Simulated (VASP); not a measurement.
## BAs: single point with r2SCAN

BAs:

```
CELL_PARAMETERS angstrom
0.00000 2.31437 2.31437
2.31437 0.00000 2.31437
2.31437 2.31437 0.00000
ATOMIC_POSITIONS crystal
B 0.00000 0.00000 0.00000
As 0.25000 0.25000 0.25000
```

The cell was built by a generator and needn't be a form met in nature.

The cell isn't the ideal one: hydrostatic strain -3.2%.

| Property | Result |
| --- | --- |
| Program | VASP 6.6.1 |
| Task | single point |
| Functional | r2SCAN |
| Potentials or basis | VASP PAW PBE potentials, release 64 (B, As) |
| Cutoff | 520 eV |
| k mesh | 10 × 10 × 10 |
| Occupations | gaussian, width 0.01 eV |
| Spin | no spin polarisation |

```
Pressure               : 17.6 GPa
Band gap on the k mesh : 1.26 eV, indirect (least direct gap 3.56 eV)
```

Levels at points of the mesh, in eV from the valence-band top:
```tsv
k point	band 2	band 3	band 4	band 5	band 6	band 7
(0.00, 0.00, 0.00)	0.00	0.00	0.00	3.56	3.56	3.56
(0.50, 0.00, 0.00)	-10.00	-2.12	-2.12	3.57	5.15	5.15
(0.50, 0.50, 0.00)	-9.64	-4.74	-4.74	1.47	1.60	13.13
```

It took 26 s on 1 thread of AMD EPYC 9R45 96-Core Processor (Zen 5), on a shared host, peak memory 0.12 GiB.

Caveat: so large a pressure means that the cell lies far from this level's equilibrium, or that cutoff or potentials fall short; the potentials were made for another functional, which shifts forces and pressure. A k mesh can miss the band edges.
